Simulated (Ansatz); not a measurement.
## TiAl$_{2}$: how the energy converges with the cutoff

TiAl$_{2}$, Cmmm, a = 3.959 Å, b = 12.094 Å, c = 4.032 Å. The structure is a COD entry; whether it is the stable form wasn't checked. Ansatz: r2SCAN, PAW, cutoff varied, Γ-centred 10×10×10 mesh on 6 atoms, Gaussian smearing 0.10 eV; no spin polarisation. Single points at one geometry, the cutoff alone changed; ΔE is the energy at zero smearing over the run at 850 eV. The runs up to 460 eV lie under the cutoff recommended for these PAW datasets.

```tsv
cutoff (eV)	ΔE (meV/atom)
150	8218.58
200	1992.32
250	403.17
300	?
350	9.70
380	4.28
460	1.84
500	1.37
520	1.16
600	0.58
700	0.30
```

**Question.** Assume ΔE falls exponentially with the cutoff, fit y = ln ΔE against x, the cutoff in eV, to the other rows, and predict the missing value.

**Answer.** y = 9.014, 7.597, 5.999, 2.272, 1.454, 0.610, 0.315, 0.148, -0.545, -1.204. Means x = 411.0, y = 2.5660; Σ(Δx)² = 284690, ΣΔxΔy = -5482; the slope is their ratio. y = 10.48 − 0.01926 x, a factor of ten per 120 eV. At 300 eV this gives ΔE = 110.17 meV/atom. The run gave 59.48, a ratio of 1.85. Between neighbouring rows the decay runs from a factor of ten per 60 eV to one per 349 eV, so one exponential is only a rough guide. The fast fall gives way to a slow tail.

Cost: 12 runs of about 13 core-minutes in all, on AMD EPYC 7R43 (Zen 3) (shared hosts).